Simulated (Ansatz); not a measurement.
**What settings do to one calculation: (110) slab of diamond, 11.3 Å thick as cut, ended by H**

Ansatz (PAW, plane waves), atoms fixed. The base input:

```yaml
crystal:
  lattice:
    - [1.776901, -1.776901, 0.000000]
    - [0.000000, 0.000000, 3.553803]
    - [-18.956212, -18.956212, 0.000000]
  atoms:
    - { symbol: C, position: [0.011920, 0.007376, 0.664706] }
    - { symbol: C, position: [0.995342, 0.003234, 0.477671] }
    - { symbol: C, position: [0.005914, 0.998249, 0.289930] }
    - { symbol: C, position: [0.007830, 0.258175, 0.617282] }
    - { symbol: C, position: [0.011457, 0.250264, 0.429501] }
    - { symbol: C, position: [0.993809, 0.007489, 0.570873] }
    - { symbol: C, position: [0.993341, 0.002215, 0.382472] }
    - { symbol: C, position: [0.018945, 0.242381, 0.711063] }
    - { symbol: C, position: [0.997413, 0.253397, 0.523742] }
    - { symbol: C, position: [0.987557, 0.241431, 0.335228] }
    - { symbol: C, position: [0.501351, 0.500676, 0.617054] }
    - { symbol: C, position: [0.487748, 0.487775, 0.428264] }
    - { symbol: C, position: [0.505613, 0.757991, 0.570402] }
    - { symbol: C, position: [0.492245, 0.747811, 0.384649] }
    - { symbol: C, position: [0.500464, 0.506122, 0.710923] }
    - { symbol: C, position: [0.492302, 0.490432, 0.522940] }
    - { symbol: C, position: [0.498538, 0.496341, 0.336465] }
    - { symbol: C, position: [0.497311, 0.750663, 0.663890] }
    - { symbol: C, position: [0.501435, 0.752226, 0.476727] }
    - { symbol: C, position: [0.495857, 0.744092, 0.289623] }
    - { symbol: H, position: [0.991132, 0.187054, 0.255323] }
    - { symbol: H, position: [0.994525, 0.072871, 0.746635] }
    - { symbol: H, position: [0.497458, 0.693745, 0.747112] }
    - { symbol: H, position: [0.507602, 0.558472, 0.255254] }
kpoints:
  mp_grid: { grid: [4, 3, 1] }
hamiltonian:
  xc: pbesol
scf:
  occupations: { method: fermi_dirac, width: 0.01 }
output:
  forces: true
  eigenvalues: true
  stress: true
  populations: true
```

Command:

```sh
ansatz run in.yaml --threads 8 --pin off --max-ram 118750MiB --runs-dir r --events-out ev --progress --plain --backend cuda --devices 0,
```

It converged in 8 iterations and 1.7 s of wall time on one NVIDIA GB300 with 8 processor threads, on a host shared with other runs; peak host memory 1.7 GiB; largest force component 3.00 eV/Å, pressure -0.06 GPa. The cutoff was the default, 420 eV. The base isn't a converged reference: it has few k points, and its atoms are unrelaxed. Each run below changes the keys shown and caps the iterations.

```
run                                                                                                                         changed     ending  iterations  free energy less the base (meV per atom)  rms change of forces (eV/Å)  change of pressure (GPa)  wall time (s, shared host)
  1                                                                                occupations tetrahedron, xc r2scan, max_iter 100  converged           8                                other zero                        0.233                      0.85                     1.8 GPU
  2                                                                                      ecutrho_ratio 8, accuracy low, max_iter 50  converged           7                                       0.0                        0.000                      0.00                     1.7 GPU
  3  dr2_threshold 1e-09, accuracy low (cutoff and grids as in the base), max_iter 70, k points a 2×2×2 mesh shifted by half a step  converged          10                                    -217.5                        0.341                     -2.36                     1.5 GPU
  4                                                                                                    ecutrho_ratio 2, max_iter 70  converged           7                                      -1.7                        0.004                      0.14                     1.8 GPU
  5                                                                                                     max_iter 80, total_charge 1  converged          14                                other zero                        0.472                      1.04                     2.6 GPU
  6                                                    n_extra_bands 4, accuracy low (cutoff and grids as in the base), max_iter 50  converged           8                                       0.0                        0.000                      0.00                     1.6 GPU
  7                                                                                                      width 0.2 eV, max_iter 100  converged           8                                       0.0                        0.002                      0.00                     1.7 GPU
  8                             width 0.1 eV, accuracy low (cutoff and grids as in the base), initial_magnetization 1, max_iter 100  converged          14                                       0.0                        0.000                      0.00                     2.6 GPU
```

«Other zero»: another functional, charge or dispersion term moves the zero of energy, so the difference says nothing of accuracy.

Which changes leave the result alone, and which of the same physical model moves the forces most?

The forces move by under 0.002 eV/Å in runs 2, 6, 8. Run 3 (dr2_threshold 1e-09, accuracy low (cutoff and grids as in the base), max_iter 70, k points a 2×2×2 mesh shifted by half a step) moves them most among the runs with the same functional, charge and dispersion term, by 0.341 eV/Å.
